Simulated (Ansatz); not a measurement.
## Magnetic states of Co

```xyz
1
Lattice="0.0000 1.7567 1.7567 1.7567 0.0000 1.7567 1.7567 1.7567 0.0000" Properties=species:S:1:pos:R:3 pbc="T T T"
Co    0.0000    0.0000    0.0000
```

The cell is the one relaxed in the Materials Project (mp-102), not relaxed further here; entries there can be hypothetical.

The calculation used DFT, PBE, all-electron LAPW, scalar-relativistic (Ansatz 0.2.0).

Settings: a Γ-centred 18×18×18 k mesh, Fermi–Dirac smearing of 0.05 eV, basis error target 1 meV/atom. PBE unless a row says otherwise.

Energies are extrapolated to zero smearing; site moments are those inside atomic spheres.

| run | E − E(first) (meV/atom) | spin moment Co (μB) | cell spin moment (μB) | gap (eV) | P (GPa) |
| --- | --- | --- | --- | --- | --- |
| ferromagnetic start | 0 | ? | 1.63 | none | 1.0 |
| no spin polarisation | ? | 0 | 0 | none | ? |
| spin-orbit coupling on | – | – | 1.63 | none | 1.1 |

Question: What belongs in the row "ferromagnetic start", column "spin moment Co (μB)"?

Answer: 1.68.

Question: Give the missing entry: row "no spin polarisation", column "E − E(first) (meV/atom)".

Answer: 203.

Question: Give the missing entry: row "no spin polarisation", column "P (GPa)".

Answer: -11.6.

From crystal-made all-electron datasets, the contact spin densities (averaged over the Thomson radius about each nucleus) in the first state are Co -3.21 e/Å³ (up less down).

Question: What Fermi-contact hyperfine field is that at Co?

Answer: B = (2μ0/3) μB ρs(0) = 7.769 T·Å³ × (-3.21) = -24.9 T, opposed to the magnetisation of the spin-up electrons. Orbital and dipolar fields aren't included.
